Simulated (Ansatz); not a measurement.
## WC4 and its competing phases

Method: DFT PBE, scalar-relativistic, plane waves, PAW (Ansatz 0.2.0). Settings: cutoff 420 eV, Γ-centred meshes spaced at most about 0.3 Å⁻¹, and about 0.25 Å⁻¹ or finer for metals (2π included), Gaussian smearing. No spin polarisation.

The zero of energy is the elements' standard structures at the same level; no fitted shifts are applied.

All energies are static (0 K, no zero-point motion). These runs have no spin–orbit coupling, which can matter for W. The reference form of C is held partly by dispersion forces, which this level lacks.

The competitors are the elements and 2 reference phases of this chemical system (from databases or known types: W2C, WC), relaxed at the same level; other known phases may be missing.

The candidate was reached from: random cell.

```
W C
1.0
     3.41690    0.00000    0.00000
     0.00000    3.41690    0.00000
     0.00000    0.00000    3.41690
W C
1 4
Direct
  0.50000 0.50000 0.50000
  0.50000 0.00000 0.00000
  0.00000 0.50000 0.00000
  0.00000 0.00000 0.50000
  0.00000 0.00000 0.00000
```

The lowest competing mixture at this composition:

| phase | space group | source | share of atoms | ΔE_f (eV/atom) |
| --- | --- | --- | --- | --- |
| C | - | element | 0.6000 | -0.0002 |
| WC | P-6m2 (No. 187) | Materials Project | 0.4000 | -0.145 |

The lowest database cell of C (-0.0002) lies slightly below the reference, hence the non-zero entry.

Q: What are the hull's energy here, the candidate's formation energy and its margin?

A: The hull lies at -0.058 eV/atom, the weighted sum of the last column. The candidate has 2.713 eV/atom, which is 2.77 eV/atom above it. The candidate matches no cell in the subsets of the Crystallography Open Database and the Materials Project at hand. The margin is far too high for a likely synthesis. It holds C–C bonds in all directions (shortest 1.71 Å).
